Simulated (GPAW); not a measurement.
Cu2O (Cuprite): single point with PBE

**Experimental background.**

From “Importance of surface oxygen vacancies for ultrafast hot carrier relaxation and transport in Cu2O”, 2021, arxiv:2103.03167, for a bulk crystal of Cu2O: band gap 2.17 eV (direct).

Crystal: Cu2O (Cuprite).

```
Cu O
1.0
     4.26000    0.00000    0.00000
     0.00000    4.26000    0.00000
     0.00000    0.00000    4.26000
Cu O
4 2
Direct
  0.75000 0.25000 0.75000
  0.75000 0.75000 0.25000
  0.25000 0.75000 0.75000
  0.25000 0.25000 0.25000
  0.50000 0.50000 0.50000
  0.00000 0.00000 0.00000
```

* Program: GPAW 26.7.0
* Task: single point
* Functional: PBE
* Potentials or basis: GPAW PAW data sets (gpaw-data 1.2.1)
* Cutoff: 800 eV
* Basis: pw
* k mesh: 6 × 6 × 6
* Occupations: gaussian, width 0.02 eV
* Spin: no spin polarisation

```yaml
Pressure: 5.4 GPa
Band_gap_on_the_k_mesh: 0.54 eV, direct
```

Levels at points of the mesh, in eV from the valence-band top:
```csv
k point,band 26,band 27,band 28,band 29,band 30,band 31
"(0.00, 0.00, 0.00)",0.00,0.00,0.00,0.54,1.23,1.23
"(0.50, 0.00, 0.00)",-1.20,-0.39,-0.39,2.27,2.27,4.23
"(0.50, 0.50, 0.00)",-1.22,-0.66,-0.66,1.92,1.92,3.86
"(0.50, 0.50, 0.50)",-0.57,-0.57,-0.57,2.45,2.45,2.45
```

It took 69 s on 1 thread of Arm Neoverse V2, with other jobs on the host, peak memory 0.26 GiB.

A measured gap of Cu2O is 2.17 eV (direct; quoted in “Importance of surface oxygen vacancies for ultrafast hot carrier relaxation and transport in Cu2O”, 2021, arxiv:2103.03167); the calculated 0.54 eV misses it by -1.63 eV. So large a miss can be the level of theory's own, or it may mean another phase, state or a wrong row. The value is that of PBE on a finite k mesh, which can miss the band edges, without temperature or zero-point motion. Semilocal functionals fall short of measured gaps as a rule.

Caveat: with this Cu data set, volumes or pressures lay over 1.5 % or 2 GPa off other programs in two to four cells of ten.
